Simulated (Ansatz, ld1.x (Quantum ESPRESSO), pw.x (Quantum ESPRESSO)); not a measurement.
## Which S potential is closest to all-electron in the bcc crystal?

All use PBE, scalar-relativistic, no spin, cutoffs from each file’s atomic test, pw.x 7.5; 15³ k-points, Fermi–Dirac smearing 0.01 Ry. Δ is the rms difference from all-electron LAPW of the E(V) curves that follow from fits to the pressures, over ±6 % in volume. Mesh and smearing are coarse and serve the comparison alone. The files are a selection: those with a ghost or negative overlap were mostly not run, and those with noisy or unconverged pressures or nearly equal Δ are left out.

All-electron: a0 = 3.165 Å (V0 = 15.85 Å³/atom), B0 = 80.8 GPa.

Q: Rank them by Δ, smallest first.
A. norm-conserving Troullier–Martins (Kleinman–Bylander form), ld1.x (Quantum ESPRESSO) 7.5, PBE; core [Ne], reference 3s2 3p4; waves: 3s (bound): rc 1.50 bohr; 3p (bound): rc 1.80 bohr; 3d channel at 0.3 Ry: rc 1.70 bohr; local part: all-electron potential smoothed inside 1.60 bohr (lloc = -2); core correction: none.
B. norm-conserving Troullier–Martins (Kleinman–Bylander form), ld1.x (Quantum ESPRESSO) 7.5, PBE; core [Ne], reference 3s2 3p3; waves: 3p (bound): rc 1.70 bohr; 3d channel at 0.5 Ry: rc 1.40 bohr; 3s (bound): rc 1.15 bohr; local part: the s channel; core correction: Bessel-smoothed model core inside 1.05 bohr.
C. norm-conserving Troullier–Martins (Kleinman–Bylander form), ld1.x (Quantum ESPRESSO) 7.5, PBE; core [Ne], reference 3s2 3p4; waves: 3s (bound): rc 1.40 bohr; 3p (bound): rc 1.30 bohr; 3d channel at 0.45 Ry: rc 1.55 bohr; local part: all-electron potential smoothed inside 1.00 bohr (lloc = -1); core correction: Bessel-smoothed model core, default radius (core density twice the valence density).
D. PAW, ld1.x (Quantum ESPRESSO) 7.5, PBE; core [Ne], reference 3s1.75 3p4.25; waves: 3s (bound): rcut 1.15, rcutus 1.45 bohr; 3s channel at 0.05 Ry: rcut 1.15, rcutus 1.45 bohr; 3p (bound): rcut 1.45, rcutus 1.75 bohr; 3p channel at 1.45 Ry: rcut 1.45, rcutus 1.75 bohr; local part: all-electron potential smoothed inside 1.30 bohr (lloc = -1); core correction: Bessel-smoothed model core, default radius (core density twice the valence density); augmentation: PSQ, inside the norm-conserving radii.

A: A (0.4 meV/atom), B (0.8 meV/atom), C (4.3 meV/atom), D (8.8 meV/atom).
